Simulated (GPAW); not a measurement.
Crystal: In.

```
CELL_PARAMETERS angstrom
3.33548 0.00000 0.00000
-1.66774 2.88861 0.00000
0.00000 0.00000 5.50914
ATOMIC_POSITIONS crystal
In 0.66667 0.33333 0.75000
In 0.33333 0.66667 0.25000
```

This isn't the form of In at room conditions, which is tetragonal.

| Property | Result |
| --- | --- |
| Program | GPAW 26.7.0 |
| Task | single point |
| Functional | PBE |
| Potentials or basis | GPAW PAW data sets (gpaw-data 1.2.1) |
| Cutoff | 600 eV |
| Basis | pw |
| k mesh | 9 × 9 × 5 |
| Occupations | fermi-dirac, width 0.05 eV |
| Spin | no spin polarisation |

On this cell: pressure 1.2 GPa; largest force under 0.003 eV/Å; band gap on the k mesh none (metal or under the smearing width).

The same run follows on a disturbed copy (atoms moved at random, drawn with an rms of 0.05 Å):

```
CELL_PARAMETERS angstrom
3.33548 0.00000 0.00000
-1.66774 2.88861 0.00000
0.00000 0.00000 5.50914
ATOMIC_POSITIONS crystal
In 0.67002 0.33591 0.74904
In 0.32037 0.68022 0.25626
```

Question: What changes?

Answer: The energy (extrapolated to zero smearing) moves by +1.4 meV/atom; pressure 1.2 GPa; largest force 0.112 eV/Å; band gap on the k mesh none (metal or under the smearing width).

Forces in eV/Å, atoms in the order of the input:
```
In  -0.015  0.006  0.111
In   0.015 -0.006 -0.111
```

Stress tensor (GPa, compression positive):
```
 1.19  0.17 -0.02
 0.17  1.36  0.01
-0.02  0.01  1.01
```
